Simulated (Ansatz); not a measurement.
(001) slab cut from the bulk of Au, Cmcm (No. 63); the slab's formula is Au:

```xyz
6
Lattice="2.8654 0.0000 0.0000 -1.4327 2.5704 0.0000 0.0000 0.0000 27.2303" Properties=species:S:1:pos:R:3 pbc="T T T"
Au    0.0000    1.7275    7.5000
Au    1.4327    0.8428    9.9461
Au    0.0000    1.7275   12.3921
Au    1.4327    0.8428   14.8382
Au    0.0000    1.7275   17.2843
Au    1.4327    0.8428   19.7303
```

These are results of DFT PBE, scalar-relativistic, plane waves, PAW (Ansatz), not measurements. Settings: cutoff 420 eV, Γ-centred mesh 14×13×1 on the computed 6-atom cell, Gaussian smearing of 0.10 eV; no spin polarisation. A dipole correction removes the field between periodic images along c.

Q: What forces act on the atoms?

A:
```tsv
atom	Fx (eV/Å)	Fy (eV/Å)	Fz (eV/Å)
Au1	-0.001	0.001	-0.063
Au2	0.002	-0.002	0.061
Au3	0.001	0.004	0.031
Au4	-0.001	-0.004	-0.031
Au5	-0.002	0.002	-0.061
Au6	0.001	-0.001	0.063
```

Spin–orbit coupling is left out, which can shift energies with elements as heavy as these.

The reference crystal is a form of Au, which isn't its usual structure.

Cost: 1 run of about 1.1 core-minutes, on Intel Xeon 6975P-C (Granite Rapids) (shared hosts).